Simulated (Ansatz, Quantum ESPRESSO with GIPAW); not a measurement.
**23Na and 1H NMR of NaH, calculated**

Wanted: NMR shieldings for each site of NaH.

**The experiment.** The 1H shift is 3.7 ppm against TMS, in “Coupling Solid-State NMR with GIPAW ab-initio Calculations in Metal Hydrides and Borohydrides” (Franco et al., J. Phys. Chem. C 117, 9991, 2013). The 23Na shift is 18.8 ppm against aqueous Na+, in “Solid-State Nuclear Magnetic Resonance Studies of Lithium and Sodium Metal Batteries” (Zheng et al., J. Phys. Chem. C 128, 18659, 2024), quoting earlier work.

Main program and level: Quantum ESPRESSO with GIPAW 8.0dev (patched build); DFT, PBE, plane-wave PAW (pslibrary 1.0.0 recipes), scalar-relativistic, GIPAW; a patched development version of the program.

This is a report of a sequence of runs, with most program output left out.

### 1. The starting structure

The structure is cubic, space group Fm-3m (No. 225). Conventional cell: a = 4.880 Å, b = 4.880 Å, c = 4.880 Å, α = 90.00°, β = 90.00°, γ = 90.00°. Nearest to Na lie 6 H at 2.44 Å. Nearest to H lie 6 Na at 2.44 Å. Farther neighbours are not listed.

Coordinates:

```cif
data_structure
_symmetry_space_group_name_H-M 'P 1'
_symmetry_Int_Tables_number 1
_cell_length_a 3.4507
_cell_length_b 3.4507
_cell_length_c 3.4507
_cell_angle_alpha 60.000
_cell_angle_beta 60.000
_cell_angle_gamma 60.000
_cell_volume 29.05
loop_
_atom_site_label
_atom_site_type_symbol
_atom_site_fract_x
_atom_site_fract_y
_atom_site_fract_z
_atom_site_occupancy
Na1 Na 0.00000 0.00000 0.00000 1
H2 H 0.50000 0.50000 0.50000 1
```

The cell is an entry of the Crystallography Open Database.

A relaxation of the atoms beforehand (Quantum ESPRESSO with GIPAW) moved none by more than 0.003 Å.

### 2. Ground state

First the ground state. The response equations take the occupied wavefunctions as exact, so conv_thr is set much tighter than for an energy. No empty states are asked for: the response is solved without them. The mesh has a spacing of 0.28 Å⁻¹ at most. The PAW files were made with ld1.x from the pslibrary 1.0.0 recipes, with GIPAW reconstruction switched on.

The input, scf.in:

```
&control
  calculation = 'scf'
  prefix = 'x'
  outdir = './tmp/'
  pseudo_dir = './'
/
&system
  ibrav = 0
  nat = 2
  ntyp = 2
  ecutwfc = 75
  ecutrho = 450
  nbnd = 5
/
&electrons
  conv_thr = 1.0d-10
  mixing_beta = 0.7
  electron_maxstep = 100
/
ATOMIC_SPECIES
  Na 22.990 Na.pbe-spn-kjpaw_psl.1.0.0-gipaw.UPF
  H 1.008 H.pbe-kjpaw_psl.1.0.0-gipaw.UPF
CELL_PARAMETERS angstrom
  0.00000000 2.44000000 2.44000000
  2.44000000 0.00000000 2.44000000
  2.44000000 2.44000000 0.00000000
ATOMIC_POSITIONS crystal
  Na 0.00000000 0.00000000 0.00000000
  H 0.50000000 0.50000000 0.50000000
K_POINTS automatic
  8 8 8 0 0 0
```

On the command line:

```console
$ mpirun -np 4 pw.x -nk 4 -in scf.in > scf.out
```

Run time: 5.3 s. Hardware: 4 MPI ranks of Arm Neoverse V1, shared host; peak memory 0.26 GiB.

It converged in 15 cycles to an estimated accuracy of 2e-11 Ry, on 29 irreducible k-points.

### 3. GIPAW: job nmr

The job finds the current that a weak uniform field induces (applied as a long wave, q_gipaw) and the field that this current makes at each nucleus. On atoms with p or d valence electrons much of the paramagnetic part arises close to the nucleus, where the PAW partial waves rebuild the true states. pawproj makes the reconstruction use the PAW data sets' own projectors.

The input, nmr.in:

```
&inputgipaw
  job = 'nmr'
  prefix = 'x'
  tmp_dir = './tmp/'
  restart_mode = 'from_scratch'
  verbosity = 'low'
  q_gipaw = 0.01
  spline_ps = .true.
  conv_threshold = 1.0d-11
  use_nmr_macroscopic_shape = .false.
  pawproj(1) = .true.
  pawproj(2) = .true.
/
```

On the command line:

```console
$ mpirun -np 4 gipaw.x -in nmr.in > nmr.out
```

Elapsed: 33 s, on 4 MPI ranks; peak memory 0.23 GiB.

The f-sum rule is met to 0.0018 of 7.7 (0.02 %). Converged shieldings require that this miss be small, but a small miss does not prove them.

From the symmetric part of each tensor, with principal values σ11 ≤ σ22 ≤ σ33: σ_iso is their mean, the span is σ33 − σ11 and the skew 3(σ_iso − σ22)/span. (gipaw.x prints an anisotropy in another convention.)

```tsv
site	atom no.	atoms in cell	σ_iso (ppm)	span (ppm)	skew
Na	1	1	535.6	0.0	-
H	2	1	21.73	0.00	-
```

The macroscopic shape term is switched off. For a spherical sample the valence susceptibility of this run would add about 4 ppm to every site, a rough estimate, since the susceptibility converges slowly and lacks part of the PAW terms. Differences within the crystal don't depend on it, but shieldings of different compounds can't be compared to better than a few ppm without it.

Na and H sit on cubic site symmetry, where the tensor must be isotropic.

The quadrupolar nuclei (23Na and 2H) sit on sites where the field gradient vanishes by symmetry, so they have no quadrupolar coupling.

### 4. NMR parameters by site

Covalently bonded atoms count as neighbours within 1.18 times the sum of their radii. Otherwise a cation's neighbours lie within 1.2 times its shortest bond (1.3 for large cations, each anion's radius taken off where they differ), and an anion's are the cations that count it.

```tsv
site	atom no.	atoms in cell	surroundings	bonds (Å)	σ_iso (ppm)
Na	1	1	NaH6	2.440	535.6
H	2	1	bound to Na6	2.440	21.73
```

### 5. What the settings change

Each row names what was changed: another mesh tests the sampling of the zone; another functional shows how far the paramagnetic term hangs on the exchange-correlation form; another cutoff tests the basis.

Changes of σ_iso (ppm) against the run above (PBE, cutoffs 75 and 450 Ry, mesh 8×8×8, 2.5 min). Times are CPU times of pw.x and gipaw.x together, on 4 MPI ranks of Arm Neoverse V1, shared host; on a shared host they are rough.

```tsv
run	CPU time	f-sum miss	Na	H
mesh 11×11×11	4.7 min	0.0018	+0.0	-0.00
LDA	2.4 min	0.0017	-8.6	-1.03
cutoffs 55 and 330 Ry (coarse on purpose)	78 s	0.010	-2.5	-0.01
mesh 5×5×5 (coarse on purpose)	60 s	0.0042	-0.2	+0.01
Wu-Cohen	2.5 min	0.0017	-1.7	-0.44
cutoffs 90 and 540 Ry	3.2 min	2.0e-4	+1.5	-0.00
```

The largest move is -8.6 ppm, on Na, from LDA.

### 6. What goes wrong with a poor setting

For contrast, the same job on a spoilt input.

scf.in, as its differences from that of step 2:

```diff
@@ -10,4 +10,4 @@
   ntyp = 2
-  ecutwfc = 75
-  ecutrho = 450
+  ecutwfc = 35
+  ecutrho = 140
   nbnd = 5
```

On the command line:

```console
$ mpirun -np 4 pw.x -nk 4 -in scf.in > scf.out
```

This SCF reached its threshold; then the response:

nmr.in is that of step 3.

On the command line:

```console
$ mpirun -np 4 gipaw.x -in nmr.in > nmr.out
```

The job ended after 12 s (4 MPI ranks; peak memory 0.19 GiB; 46 s of CPU time).

The run ends without an error, but the fault (a lowered wave cutoff with a density cutoff of only 4 times it) moves σ_iso of Na by -27.8 ppm (both without the shape term); the f-sum rule is missed by 0.24 electrons. Its numbers are not to be used. The smooth density needs four times the wave cutoff, and augmentation charges more.

### 7. Comparison with the measured values

Without a fitted line the measured shift still tests the calculation: for an exact theory σ + δ is one number for all compounds of a nucleus, up to the shape term, which is left out of σ and differs by some ppm between compounds.

```tsv
nucleus, site	σ_iso (ppm)	measured δ (ppm)	σ + δ (ppm)	σ + δ of other compounds, same level
1H, H	21.73	3.7	25.43	LiH 25.85, MgH2 25.66
23Na, Na	535.6	18.8	554.4	NaCl 545.4, NaI 538.5, NaF 543.3
```

### 8. What came out

| Item | Value |
| --- | --- |
| 23Na shielding without shape term | 535.6 ppm |
| 1H shielding without shape term | 21.73 ppm |

23Na has one site (NaH6), with isotropic shielding 535.6 ppm (shape term left out). A shift needs a reference, δ = σ_ref − σ, fixed on measured compounds; for 23Na of this kind at this level too few were at hand, or they scattered too widely about a line, so none is given. For 1H, σ + δ is 25.43 ppm here and 25.76 ppm on average over 2 other sites: with that reference and slope one the shift would be off by +0.33 ppm. For 23Na, σ + δ is 554.4 ppm here and 542.4 ppm on average over 3 other sites: with that reference and slope one the shift would be off by -12.0 ppm. Going to mesh 11×11×11 changes no isotropic shielding by more than 0.006 ppm, so the main run is converged in that respect. Going to cutoffs 90 and 540 Ry changes no isotropic shielding by more than 1.5 ppm, a first measure of the error left in that respect. The cheaper run with cutoffs 55 and 330 Ry takes about 50 % of the time and is off by 2.5 ppm on Na. The largest change with the functional is 8.6 ppm in absolute shielding; part of that drops out once each functional has its own reference line. Hydrogen's values are less sure: the bulk susceptibility matters on its narrow scale, and it is treated as a fixed classical nucleus at 0 K. This build of gipaw.x prints that it is not audited and that its numbers are no references by themselves. It also reports spline_ps as false although the input sets it; why was not traced.

[Logs are printed without paths, hosts, clocks, repeated set-up lines and the standing remarks that a program may print on its own settings, such as how far it seeks lower states.]

[Hosts, paths, dates, database ids (printed as entryN), source tags and the programs' standing remarks are cut or masked in the printed files.]

[Where no reference line passes its bar on scatter, no shift is given, so a measured shift of this compound may stand uncompared.]
